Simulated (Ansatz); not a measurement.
**Is this LiCl structure a true minimum?**

The cell was reached from a generator's guess, though it ends in a space group that the Crystallography Open Database lists for this formula.

The calculation used DFT PBE, scalar-relativistic, plane waves, PAW in Ansatz. Plane waves to 420 eV, a k mesh through Γ of 8×8×8 on the computed 2-atom cell and Gaussian smearing (0.02 eV); no spin polarisation.

The cell below (2 atoms, space group Fm-3m (No. 225)) is relaxed within its symmetry.

```xyz
2
Lattice="0.0000 2.5752 2.5752 2.5752 0.0000 2.5752 2.5752 2.5752 0.0000" Properties=species:S:1:pos:R:3 pbc="T T T"
Li    2.5752    2.5752    2.5752
Cl    0.0000    0.0000    0.0000
```

For the test a repeat of it with 4 atoms (edges 3.64, 3.64, 6.31 Å) was strained at random (σ = 1.5 % a component), the atoms were moved at random (σ = 0.10 Å), and all was relaxed again on a coarse 6×6×6 mesh (in the run’s order of axes) with 0.10 eV smearing, with no symmetry imposed.

Question: Is the structure stable against such a distortion?

Answer: It returns, within 1 meV/atom of the unmoved cell on that mesh and with the same symmetry when read at 0.1 Å (P1 at 0.01 Å, so small strains and shifts remain). So it is stable against the distortions that fit this cell and that this random move excites. Modes that don't fit the cell aren't tested. Another cell of LiCl relaxed alike, in P3m1, lies 23 meV/atom lower, so this cell isn't the stable form at this level.
